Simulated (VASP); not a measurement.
# ZnSe: forms and broadenings of the independent-particle spectrum

ZnSe, P4/nmm (no. 129), 4 atoms in the cell. PBE, independent-particle dielectric function; PAW potentials Se, Zn (PBE set).

## Input

INCAR.step1:
```
SYSTEM = ZnSe
PREC = Accurate ; ENCUT = 320
ISMEAR = 0 ; SIGMA = 0.02
EDIFF = 1E-8 ; LASPH = .True.
KPAR = 4 ; LWAVE = .False.
LCHARG = .False. ; LEPSILON = .True.
```

INCAR.step2, as INCAR.step1 but for:
```
- LWAVE = .False.
- LEPSILON = .True.
+ LWAVE = .True.
+ NBANDS = 66
```

INCAR.step3:
```
SYSTEM = ZnSe
PREC = Accurate ; ENCUT = 320
ISMEAR = 0 ; SIGMA = 0.02
EDIFF = 1E-7 ; LASPH = .True.
KPAR = 4 ; LWAVE = .False.
LCHARG = .False. ; LOPTICS = .True.
NBANDS = 66 ; NEDOS = 2000
CSHIFT = 0.1 ; ALGO = None
NELM = 1 ; ISTART = 1
```

INCAR.step4, as INCAR.step3 but for:
```
+ LNABLA = .True.
```

INCAR.step5, as INCAR.step4 but for:
```
- LNABLA = .True.
+ LPEAD = .True.
+ IPEAD = 2
```

INCAR.step6, as INCAR.step5 but for:
```
- IPEAD = 2
+ IPEAD = 1
```

INCAR.step7 changes the same tag again: IPEAD = 4.

INCAR.step8, as INCAR.step7 but for:
```
- CSHIFT = 0.1
- LPEAD = .True.
- IPEAD = 4
+ CSHIFT = 0.01
```

INCAR.step9, as INCAR.step8 but for:
```
- CSHIFT = 0.01
+ CSHIFT = 0.5
```

INCAR.step10 changes the same tag again: CSHIFT = 0.05.

INCAR.step11, as INCAR.step10 but for:
```
- ISMEAR = 0
- CSHIFT = 0.05
+ ISMEAR = -5
+ CSHIFT = 0.1
```

INCAR.step12, as INCAR.step11 but for:
```
- ISMEAR = -5
- SIGMA = 0.02
+ ISMEAR = 0
+ SIGMA = 0.2
```

INCAR.step13, as INCAR.step12 but for:
```
- SIGMA = 0.2
+ SIGMA = 0.02
+ OMEGAMAX = 12
```

INCAR.step14, as INCAR.step13 but for:
```
- OMEGAMAX = 12
+ OMEGAMAX = 60
```

KPOINTS:
```
k-points
0
Gamma
  6 6 4
```

POSCAR:
```
ZnSe
1.0
    4.1077020000      0.0000000000      0.0000000000
    0.0000000000      4.1077020000      0.0000000000
    0.0000000000      0.0000000000      6.0703500000
Se Zn
2 2
Direct
    0.5000000000      0.0000000000      0.7537200000
    0.0000000000      0.5000000000      0.2462800000
    0.5000000000      0.5000000000      0.0000000000
    0.0000000000      0.0000000000      0.0000000000
```

Commands (each step's output is kept before the next begins):
```
cat potpaw_PBE.64/Se/POTCAR potpaw_PBE.64/Zn/POTCAR > POTCAR
cp INCAR.step1 INCAR
mpirun -np 4 vasp_std > vasp.out
rm WAVECAR CHG
cp INCAR.step2 INCAR
mpirun -np 4 vasp_std > vasp.out
cp INCAR.step3 INCAR
mpirun -np 4 vasp_std > vasp.out
cp INCAR.step4 INCAR
mpirun -np 4 vasp_std > vasp.out
cp INCAR.step5 INCAR
mpirun -np 4 vasp_std > vasp.out
cp INCAR.step6 INCAR
mpirun -np 4 vasp_std > vasp.out
cp INCAR.step7 INCAR
mpirun -np 4 vasp_std > vasp.out
cp INCAR.step8 INCAR
mpirun -np 4 vasp_std > vasp.out
cp INCAR.step9 INCAR
mpirun -np 4 vasp_std > vasp.out
cp INCAR.step10 INCAR
mpirun -np 4 vasp_std > vasp.out
cp INCAR.step11 INCAR
mpirun -np 4 vasp_std > vasp.out
cp INCAR.step12 INCAR
mpirun -np 4 vasp_std > vasp.out
cp INCAR.step13 INCAR
mpirun -np 4 vasp_std > vasp.out
cp INCAR.step14 INCAR
mpirun -np 4 vasp_std > vasp.out
```

## Result

- Direct gap on the mesh (eV): 1.94
- Gap on the mesh (eV): 1.94
- Bands: 66

One ground state, settings moved in the last step alone:

| Settings | ε at zero frequency | Mean energy of the absorption, weighted by Im ε (eV) | Time (s) |
|---|---|---|---|
| longitudinal form, CSHIFT 0.1 | 7.10 | 5.93 | 4 |
| transversal form (LNABLA) | 7.21 | 5.92 | 4 |
| finite differences (LPEAD), order 2 | 6.71 | 6.08 | 7 |
| finite differences (LPEAD), order 1 | 6.42 | 6.21 | 5 |
| finite differences (LPEAD), order 4 | 6.79 | 6.03 | 9 |
| CSHIFT 0.01 | 7.11 | 5.94 | 4 |
| CSHIFT 0.5 | 7.03 | 5.97 | 4 |
| CSHIFT 0.05 | 7.11 | 5.93 | 4 |
| tetrahedron method | 6.83 | 6.08 | 5 |
| SIGMA 0.2 | 7.11 | 5.93 | 5 |
| OMEGAMAX 12, which cuts the spectrum short | 6.88 | 5.92 | 5 |
| OMEGAMAX 60 | 7.10 | 5.93 | 5 |

The mean energy covers the spectrum up to 12 eV.

On the same mesh, density-functional perturbation theory with local fields gives ε = 6.13.

Limits: The 6×6×4 mesh is coarse for a spectrum: peaks stand apart that a denser mesh merges, and ε at zero frequency can be far too high.

VASP 6.6.1 took 199 s on 4 cores (Intel Xeon Platinum 8488C (Sapphire Rapids)), a shared host.
